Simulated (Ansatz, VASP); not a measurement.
# Two plane-wave programs on B2P

```
B P
1.0
    -1.51511   -2.62426    0.00000
     0.00000    1.74950   -3.92488
     4.54534   -2.62426    0.00000
B P
4 2
Direct
  0.35599 0.71198 0.78533
  0.85599 0.71198 0.28533
  0.14401 0.28802 0.71467
  0.64401 0.28802 0.21467
  0.00000 0.00000 0.00000
  0.50000 0.00000 0.50000
```

Alike in both runs: task single point; functional PBE; k mesh 8 × 8 × 4; occupations gaussian, width 0.2 eV; no spin polarisation.

```csv
,VASP,Ansatz
version,VASP 6.6.1,Ansatz 0.2.0
potentials or method,"VASP PAW PBE potentials, release 64 (B, P)","scalar-relativistic, plane waves, PAW"
plane-wave cutoff (eV),520,420
valence electrons in the cell,22,22
```

Ansatz gave:

* gap on the k mesh at the Fermi level (eV): none
* pressure (GPa): -0.1
* largest component of the traceless stress (GPa): 0.76
* rms of the force components (eV/Å): 0.007

**Question.** What did VASP give for the same quantities?

**Answer.** gap on the k mesh at the Fermi level (eV): none; pressure (GPa): -0.3; largest component of the traceless stress (GPa): 0.83; rms of the force components (eV/Å): 0.003.

Atom by atom the forces differ by 0.007 eV/Å (rms over components). A gap of «none» marks a metal or a gap that the smearing closes.
